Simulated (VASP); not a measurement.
## A VASP 6.6.1 relaxation on ZnS

INCAR

```
ISIF = 3
ENCUT = 180
GGA = PS
EDIFF = 1E-7
LCHARG = .FALSE.
EDIFFG = -5E-3
NSW = 30
SIGMA = 0.02
PREC = Low
ISMEAR = -1
NELM = 100
NBANDS = 16
IBRION = 2
LASPH = .TRUE.
LREAL = .FALSE.
LWAVE = .FALSE.
```

KPOINTS

```
KPOINTS created by Atomic Simulation Environment
0
Gamma
8 8 8
0 0 0
```

POSCAR

```
Zn S
 1.0000000000000000
    -0.0000000000000000    2.5518826694687036    2.5518826694687036
     2.5518826694687036   -0.0000000000000000    2.5518826694687036
     2.5518826694687036    2.5518826694687036   -0.0000000000000000
 Zn  S
   1   1
Cartesian
 -0.0000000000000000 -0.0000000000000000 -0.0000000000000000
  2.5518826694687031  2.5518826694687031  2.5518826694687031
```

The recommended PBE PAW datasets give the neutral cell 18 valence electrons.

Command

```
mpirun -np 1 vasp_std
```

OSZICAR

```
N       E                     dE             d eps       ncg     rms          rms(c)
DAV:   1     0.407275858224E+02    0.40728E+02   -0.49402E+03   984   0.554E+02
DAV:   2    -0.549852852773E+01   -0.46226E+02   -0.43985E+02  1208   0.139E+02
DAV:   3    -0.660299679337E+01   -0.11045E+01   -0.11037E+01  1056   0.226E+01
DAV:   4    -0.660572512190E+01   -0.27283E-02   -0.27282E-02  1184   0.117E+00
DAV:   5    -0.660573403207E+01   -0.89102E-05   -0.89100E-05  1048   0.604E-02    0.112E+01
DAV:   6    -0.569228813560E+01    0.91345E+00   -0.26241E+00  1120   0.388E+01    0.709E+00
DAV:   7    -0.571183502514E+01   -0.19547E-01   -0.20717E-01  1016   0.276E+00    0.359E+00
DAV:   8    -0.571269069672E+01   -0.85567E-03   -0.81026E-03  1048   0.998E-01    0.415E-01
DAV:   9    -0.571254458980E+01    0.14611E-03   -0.87713E-04  1120   0.503E-01    0.135E-01
DAV:  10    -0.571260401024E+01   -0.59420E-04   -0.96966E-05  1064   0.855E-02    0.444E-02
DAV:  11    -0.571259994157E+01    0.40687E-05   -0.28202E-05  1120   0.785E-02    0.422E-03
DAV:  12    -0.571259911992E+01    0.82165E-06   -0.85062E-07  1008   0.654E-03    0.386E-03
DAV:  13    -0.571259907099E+01    0.48933E-07   -0.12975E-08   560   0.822E-04
   1 F= -.57125991E+01 E0= -.57122432E+01  d E =-.571260E+01
       N       E                     dE             d eps       ncg     rms          rms(c)
```

Standard output (part)

```
POSCAR found type information on POSCAR ZnS
 POSCAR found :  2 types and       2 ions
 LDA part: xc-table for (Slater+PW92), standard interpolation
 POSCAR, INCAR and KPOINTS ok, starting setup
 WAVECAR not read
 entering main loop
 curvature:   0.00 expect dE= 0.000E+00 dE for cont linesearch  0.000E+00
 search vector abs. value=  0.295E+02
 bond charge predicted
|     EEEEEEE  RRRRRR   RRRRRR   OOOOOOO  RRRRRR      ###     ###     ###     |
|     E        R     R  R     R  O     O  R     R     ###     ###     ###     |
|     E        R     R  R     R  O     O  R     R     ###     ###     ###     |
|     EEEEE    RRRRRR   RRRRRR   O     O  RRRRRR       #       #       #      |
|     E        R    R   R    R   O     O  R    R      ###     ###     ###     |
|     EEEEEEE  R     R  R     R  OOOOOOO  R     R     ###     ###     ###     |
|     ERROR FEXCP: supplied Exchange-correletion table                        |
|      is too small, maximal index : 4894                                     |
|       ---->  I REFUSE TO CONTINUE WITH THIS SICK JOB ... BYE!!! <----       |
```

VASP stopped with an error.

What is wrong with this input?

Cell relaxed at a low cutoff. VASP stopped with an error.
